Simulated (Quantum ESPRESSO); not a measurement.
# TiC (Fm-3m) in Quantum ESPRESSO: band structure with r2SCAN

Aim: the band structure of TiC with r2SCAN.

Everything below comes from runs of Quantum ESPRESSO 7.5. Logs are shortened: lines on timing, memory, paths and dates and some standing lists are left out, and cuts for length are marked.

## (1) The structure

Symmetry: Fm-3m, No. 225, cubic system. Conventional cell: a = 4.331 Å, b = 4.331 Å, c = 4.331 Å, α = 90.00°, β = 90.00°, γ = 90.00°. Ti (site symmetry m-3m) is surrounded by 6 C at 2.17 Å. Around C (site symmetry m-3m) lie 6 Ti at 2.17 Å.

The cell is a database's computed one.

## (2) Band structure, r2SCAN

The input, pw.in:

```
&CONTROL
  calculation = 'scf'
  prefix = 'pwscf'
  outdir = './tmp'
  pseudo_dir = './pseudo'
  tprnfor = .true.
  tstress = .true.
  disk_io = 'low'
/
&SYSTEM
  ibrav = 0
  nat = 2
  ntyp = 2
  ecutwfc = 88
  nbnd = 14
  input_dft = 'r2scan'
  occupations = 'smearing'
  smearing = 'fd'
  degauss = 0.00367493
  nosym = .true.
/
&ELECTRONS
  conv_thr = 1d-08
  electron_maxstep = 120
  mixing_beta = 0.5
/
ATOMIC_SPECIES
Ti    47.8670 Ti_ONCV_PBE-1.2.upf
C     12.0110 C_ONCV_PBE-1.2.upf
CELL_PARAMETERS angstrom
   0.0000000000    2.1657188437    2.1657188437
   2.1657188437    0.0000000000    2.1657188437
   2.1657188437    2.1657188437    0.0000000000
ATOMIC_POSITIONS crystal
Ti     0.0000000000    0.0000000000    0.0000000000
C      0.5000000000    0.5000000000    0.5000000000
K_POINTS automatic
8 8 8 0 0 0
```

The input, bands.in:

```
&CONTROL
  calculation = 'bands'
  prefix = 'pwscf'
  outdir = './tmp'
  pseudo_dir = './pseudo'
  disk_io = 'low'
  verbosity = 'high'
/
&SYSTEM
  ibrav = 0
  nat = 2
  ntyp = 2
  ecutwfc = 88
  nbnd = 14
  input_dft = 'r2scan'
  occupations = 'smearing'
  smearing = 'fd'
  degauss = 0.00367493
  nosym = .true.
/
&ELECTRONS
  conv_thr = 1d-08
  electron_maxstep = 120
  mixing_beta = 0.5
  diago_full_acc = .true.
  startingwfc = 'random'
/
ATOMIC_SPECIES
Ti    47.8670 Ti_ONCV_PBE-1.2.upf
C     12.0110 C_ONCV_PBE-1.2.upf
CELL_PARAMETERS angstrom
   0.0000000000    2.1657188437    2.1657188437
   2.1657188437    0.0000000000    2.1657188437
   2.1657188437    2.1657188437    0.0000000000
ATOMIC_POSITIONS crystal
Ti     0.0000000000    0.0000000000    0.0000000000
C      0.5000000000    0.5000000000    0.5000000000
K_POINTS crystal
60
 0.0000000000  0.0000000000  0.0000000000 1
 0.0625000000  0.0000000000  0.0625000000 1
 0.1250000000  0.0000000000  0.1250000000 1
 0.1875000000  0.0000000000  0.1875000000 1
 0.2500000000  0.0000000000  0.2500000000 1
 0.3125000000  0.0000000000  0.3125000000 1
 0.3750000000  0.0000000000  0.3750000000 1
 0.4375000000  0.0000000000  0.4375000000 1
 0.5000000000  0.0000000000  0.5000000000 1
 0.5000000000  0.0625000000  0.5625000000 1
 0.5000000000  0.1250000000  0.6250000000 1
 0.5000000000  0.1875000000  0.6875000000 1
 0.5000000000  0.2500000000  0.7500000000 1
 0.4375000000  0.3125000000  0.7500000000 1
 0.3750000000  0.3750000000  0.7500000000 1
 0.3375000000  0.3375000000  0.6750000000 1
 0.3000000000  0.3000000000  0.6000000000 1
 0.2625000000  0.2625000000  0.5250000000 1
 0.2250000000  0.2250000000  0.4500000000 1
 0.1875000000  0.1875000000  0.3750000000 1
 0.1500000000  0.1500000000  0.3000000000 1
 0.1125000000  0.1125000000  0.2250000000 1
 0.0750000000  0.0750000000  0.1500000000 1
 0.0375000000  0.0375000000  0.0750000000 1
 0.0000000000  0.0000000000  0.0000000000 1
 0.0625000000  0.0625000000  0.0625000000 1
 0.1250000000  0.1250000000  0.1250000000 1
 0.1875000000  0.1875000000  0.1875000000 1
 0.2500000000  0.2500000000  0.2500000000 1
 0.3125000000  0.3125000000  0.3125000000 1
 0.3750000000  0.3750000000  0.3750000000 1
 0.4375000000  0.4375000000  0.4375000000 1
 0.5000000000  0.5000000000  0.5000000000 1
 0.5250000000  0.4500000000  0.5250000000 1
 0.5500000000  0.4000000000  0.5500000000 1
 0.5750000000  0.3500000000  0.5750000000 1
 0.6000000000  0.3000000000  0.6000000000 1
 0.6250000000  0.2500000000  0.6250000000 1
 0.5833333333  0.2500000000  0.6666666667 1
 0.5416666667  0.2500000000  0.7083333333 1
 0.5000000000  0.2500000000  0.7500000000 1
 0.5000000000  0.2857142857  0.7142857143 1
 0.5000000000  0.3214285714  0.6785714286 1
 0.5000000000  0.3571428571  0.6428571429 1
 0.5000000000  0.3928571429  0.6071428571 1
 0.5000000000  0.4285714286  0.5714285714 1
 0.5000000000  0.4642857143  0.5357142857 1
 0.5000000000  0.5000000000  0.5000000000 1
 0.4821428571  0.4821428571  0.5357142857 1
 0.4642857143  0.4642857143  0.5714285714 1
 0.4464285714  0.4464285714  0.6071428571 1
 0.4285714286  0.4285714286  0.6428571429 1
 0.4107142857  0.4107142857  0.6785714286 1
 0.3928571429  0.3928571429  0.7142857143 1
 0.3750000000  0.3750000000  0.7500000000 1
 0.6250000000  0.2500000000  0.6250000000 1
 0.5937500000  0.1875000000  0.5937500000 1
 0.5625000000  0.1250000000  0.5625000000 1
 0.5312500000  0.0625000000  0.5312500000 1
 0.5000000000  0.0000000000  0.5000000000 1
```

Potentials or basis: SG15 PBE 1.2.

Started as:

```console
$ OMP_NUM_THREADS=1 mpirun -n 4 pw.x -nk 4 -in pw.in > pw.out
$ OMP_NUM_THREADS=1 mpirun -n 4 pw.x -nk 4 -in bands.in > bands.out
```

pw.out:

```text
This program is part of the open-source Quantum ESPRESSO suite
     for quantum simulation of materials; please cite
         "P. Giannozzi et al., J. Phys.:Condens. Matter 21 395502 (2009);
         "P. Giannozzi et al., J. Phys.:Condens. Matter 29 465901 (2017);
         "P. Giannozzi et al., J. Chem. Phys. 152 154105 (2020);
     in publications or presentations arising from this work. More details at

     IMPORTANT: XC functional enforced from input :
     Exchange-correlation= R2SCAN
                           (   0   0   0   0   0 497 498)
     Any further DFT definition will be discarded
     Please, verify this is what you really want

     K-points division:     npool     =       4
     Subspace diagonalization in iterative solution of the eigenvalue problem:
     a serial algorithm will be used

     G-vector sticks info
     --------------------
     sticks:   dense  smooth     PW     G-vecs:    dense   smooth      PW
     Sum         817     817    253                15353    15353    2733

     Using Slab Decomposition

     bravais-lattice index     =            0
     lattice parameter (alat)  =       5.7878  a.u.
     unit-cell volume          =     137.0985 (a.u.)^3
     number of atoms/cell      =            2
     number of atomic types    =            2
     number of electrons       =        16.00
     number of Kohn-Sham states=           14
     kinetic-energy cutoff     =      88.0000  Ry
     charge density cutoff     =     352.0000  Ry
     scf convergence threshold =      1.0E-08
     mixing beta               =       0.5000
     number of iterations used =            8  plain     mixing
     Exchange-correlation= R2SCAN
                           (   0   0   0   0   0 497 498)

     celldm(1)=   5.787832  celldm(2)=   0.000000  celldm(3)=   0.000000
     celldm(4)=   0.000000  celldm(5)=   0.000000  celldm(6)=   0.000000

     crystal axes: (cart. coord. in units of alat)
               a(1) = (   0.000000   0.707107   0.707107 )
               a(2) = (   0.707107   0.000000   0.707107 )
               a(3) = (   0.707107   0.707107   0.000000 )

     reciprocal axes: (cart. coord. in units 2 pi/alat)
               b(1) = ( -0.707107  0.707107  0.707107 )
               b(2) = (  0.707107 -0.707107  0.707107 )
               b(3) = (  0.707107  0.707107 -0.707107 )

     PseudoPot. # 1 for Ti read from file:
     Ti_ONCV_PBE-1.2.upf
     Pseudo is Norm-conserving, Zval = 12.0
     Generated using ONCVPSP code by D. R. Hamann
     Using radial grid of  602 points,  6 beta functions with:
                l(1) =   0
                l(2) =   0
                l(3) =   1
                l(4) =   1
                l(5) =   2
                l(6) =   2

     PseudoPot. # 2 for C  read from file:
     C_ONCV_PBE-1.2.upf
     Pseudo is Norm-conserving, Zval =  4.0
     Generated using ONCVPSP code by D. R. Hamann
     Using radial grid of  602 points,  4 beta functions with:
                l(1) =   0
                l(2) =   0
                l(3) =   1
                l(4) =   1

     atomic species   valence    mass     pseudopotential
     Ti               12.00    47.86700     Ti( 1.00)
     C                 4.00    12.01100     C ( 1.00)

     No symmetry found

   Cartesian axes

     site n.     atom                  positions (alat units)
         1        Ti     tau(   1) = (   0.0000000   0.0000000   0.0000000  )
         2        C      tau(   2) = (   0.7071068   0.7071068   0.7071068  )

     number of k points=   260  Fermi-Dirac smearing, width (Ry)=  0.0037

     Number of k-points >= 100: set verbosity='high' to print them.

     Dense  grid:    15353 G-vectors     FFT dimensions: (  36,  36,  36)

     WARNING: libxc functional with ID  497 depends
      on external parameters: check the user_guide of
      QE if you need to modify them or to check their
      default values.

     WARNING: libxc functional with ID  498 depends
      on external parameters: check the user_guide of
      QE if you need to modify them or to check their
      default values.

     Initial potential from superposition of free atoms

     starting charge      15.8833, renormalised to      16.0000
     Starting wfcs are random

     Self-consistent Calculation

     iteration #  1     ecut=    88.00 Ry     beta= 0.50
     Davidson diagonalization with overlap
     ethr =  1.00E-02,  avg # of iterations =  9.3

     total energy              =    -126.64289526 Ry
     estimated scf accuracy    <      15.98300888 Ry

     iteration #  2     ecut=    88.00 Ry     beta= 0.50
     Davidson diagonalization with overlap
     ethr =  1.00E-02,  avg # of iterations =  1.4

     total energy              =    -126.71506273 Ry
     estimated scf accuracy    <       3.22079712 Ry

     iteration #  3     ecut=    88.00 Ry     beta= 0.50
     Davidson diagonalization with overlap
     ethr =  1.00E-02,  avg # of iterations =  1.0

     total energy              =    -126.87184571 Ry
     estimated scf accuracy    <       2.45786839 Ry

     iteration #  4     ecut=    88.00 Ry     beta= 0.50
     Davidson diagonalization with overlap
     ethr =  1.00E-02,  avg # of iterations =  1.0

     total energy              =    -126.93417935 Ry
     estimated scf accuracy    <       0.00175634 Ry

     iteration #  5     ecut=    88.00 Ry     beta= 0.50
     Davidson diagonalization with overlap
     ethr =  1.10E-05,  avg # of iterations =  4.4

     total energy              =    -126.93477141 Ry
     estimated scf accuracy    <       0.00035540 Ry

     iteration #  6     ecut=    88.00 Ry     beta= 0.50
     Davidson diagonalization with overlap
     ethr =  2.22E-06,  avg # of iterations =  1.7

     total energy              =    -126.93477819 Ry
     estimated scf accuracy    <       0.00023349 Ry

     iteration #  7     ecut=    88.00 Ry     beta= 0.50
     Davidson diagonalization with overlap
     ethr =  1.46E-06,  avg # of iterations =  1.0

     total energy              =    -126.93478197 Ry
     estimated scf accuracy    <       0.00001904 Ry

     iteration #  8     ecut=    88.00 Ry     beta= 0.50
     Davidson diagonalization with overlap
     ethr =  1.19E-07,  avg # of iterations =  1.0

     total energy              =    -126.93478215 Ry
     estimated scf accuracy    <       0.00000189 Ry

     iteration #  9     ecut=    88.00 Ry     beta= 0.50
     Davidson diagonalization with overlap
     ethr =  1.18E-08,  avg # of iterations =  1.0

     total energy              =    -126.93478218 Ry
     estimated scf accuracy    <       0.00000010 Ry

     iteration # 10     ecut=    88.00 Ry     beta= 0.50
     Davidson diagonalization with overlap
     ethr =  6.34E-10,  avg # of iterations =  1.6

     End of self-consistent calculation

     Number of k-points >= 100: set verbosity='high' to print the bands.

     the Fermi energy is    14.8932 ev

!    total energy              =    -126.93478219 Ry
     estimated scf accuracy    <          4.6E-09 Ry
     smearing contrib. (-TS)   =      -0.00011146 Ry
     internal energy E=F+TS    =    -126.93467072 Ry

     The total energy is F=E-TS. E is the sum of the following terms:
     one-electron contribution =     -28.44295764 Ry
     hartree contribution      =      21.77827065 Ry
     xc contribution           =     -17.86697356 Ry
     ewald contribution        =    -102.40301018 Ry

     convergence has been achieved in  10 iterations

     Forces acting on atoms (cartesian axes, Ry/au):

     atom    1 type  1   force =    -0.00000029   -0.00000001   -0.00000012
     atom    2 type  2   force =     0.00000029    0.00000001    0.00000012

     Total force =     0.000000     Total SCF correction =     0.000001
     SCF correction compared to forces is large: reduce conv_thr to get better values

     Computing stress (Cartesian axis) and pressure

          total   stress  (Ry/bohr**3)                   (kbar)     P=       -7.17
  -0.00004873   0.00000000  -0.00000000           -7.17        0.00       -0.00
   0.00000000  -0.00004873   0.00000000            0.00       -7.17        0.00
  -0.00000000   0.00000000  -0.00004873           -0.00        0.00       -7.17

=------------------------------------------------------------------------------=
   JOB DONE.
=------------------------------------------------------------------------------=
```

Wall time 99 s (4 MPI ranks of Arm Neoverse V2, shared host); peak memory 0.36 GiB.

Results:

* Free energy: -1727.0357 eV
* Pressure: -0.7 GPa
* Band gap on the k mesh: none (metal or under the smearing width)

Levels at the corners of the path, in eV from the Fermi level:
| point | band 4 | band 5 | band 6 | band 7 | band 8 | band 9 | band 10 | band 11 | band 12 | band 13 |
| --- | --- | --- | --- | --- | --- | --- | --- | --- | --- | --- |
| Γ | -34.20 | -13.32 | 0.97 | 0.97 | 0.97 | 1.77 | 1.77 | 1.77 | 1.93 | 1.93 |
| X | -34.36 | -10.98 | -3.67 | -1.45 | -0.08 | -0.08 | 2.97 | 3.95 | 3.95 | 6.19 |
| W | -34.37 | -10.38 | -3.29 | -3.29 | -2.85 | 3.13 | 3.13 | 3.95 | 5.46 | 5.60 |
| K | -34.32 | -10.45 | -3.60 | -3.54 | -1.82 | 1.71 | 3.55 | 4.24 | 5.83 | 5.90 |
| Γ | -34.20 | -13.32 | 0.97 | 0.97 | 0.97 | 1.77 | 1.77 | 1.77 | 1.93 | 1.93 |
| L | -34.24 | -9.78 | -6.10 | -3.03 | -3.03 | 3.31 | 3.31 | 4.53 | 8.66 | 8.79 |
| U | -34.32 | -10.45 | -3.60 | -3.54 | -1.82 | 1.71 | 3.55 | 4.24 | 5.83 | 5.90 |
| W | -34.37 | -10.38 | -3.29 | -3.29 | -2.85 | 3.13 | 3.13 | 3.95 | 5.46 | 5.60 |
| L | -34.24 | -9.78 | -6.10 | -3.03 | -3.03 | 3.31 | 3.31 | 4.53 | 8.66 | 8.79 |
| K | -34.32 | -10.45 | -3.60 | -3.54 | -1.82 | 1.71 | 3.55 | 4.24 | 5.83 | 5.90 |
| U | -34.32 | -10.45 | -3.60 | -3.54 | -1.82 | 1.71 | 3.55 | 4.24 | 5.83 | 5.90 |
| X | -34.36 | -10.98 | -3.67 | -1.45 | -0.08 | -0.08 | 2.97 | 3.95 | 3.95 | 6.19 |

Caveat: the k mesh is coarse; the potentials were made for another functional, which shifts forces and pressure.
